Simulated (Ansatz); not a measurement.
Ta2N:

```xyz
3
Lattice="3.1129 0.0000 0.0000 -1.5564 2.6958 0.0000 0.0000 0.0000 4.8698" Properties=species:S:1:pos:R:3 pbc="T T T"
Ta    0.0000    1.7972    1.2404
Ta    1.5564    0.8986    3.6294
N     0.0000    0.0000    0.0000
```

The cell comes from a database or a generator and needn't be the stable form of this composition.

Base run:

* Program: Ansatz 0.2.0
* Functional: r2SCAN
* Potentials or basis: Ansatz PAW
* Cutoff: 500 eV (not typed: the program's choice for these potentials)
* k mesh: 10 × 10 × 6
* Occupations: fermi-dirac, width 0.05 eV
* Spin: no spin polarisation
* Hubbard terms: Ta d U = 2 eV

Its results: band gap on the k mesh none (metal or under the smearing width); pressure -4.0 GPa; largest force 0.179 eV/Å.

Task: The run is repeated on the same cell with these changes: hubbard terms from Ta d U = 2 eV to none; hubbard projectors from ortho-atomic (the default) to none. What comes out?

Result: Band gap on the k mesh none (metal or under the smearing width); pressure -5.3 GPa; largest force 0.102 eV/Å.

Caveats: spin-orbit coupling is left out, which moves the levels of the heavy elements; the PAW data sets come from PBE, with cores solved anew for the run's functional, which leaves a small shift of forces and pressure; U without spin polarisation on a metal has little footing (some runs).
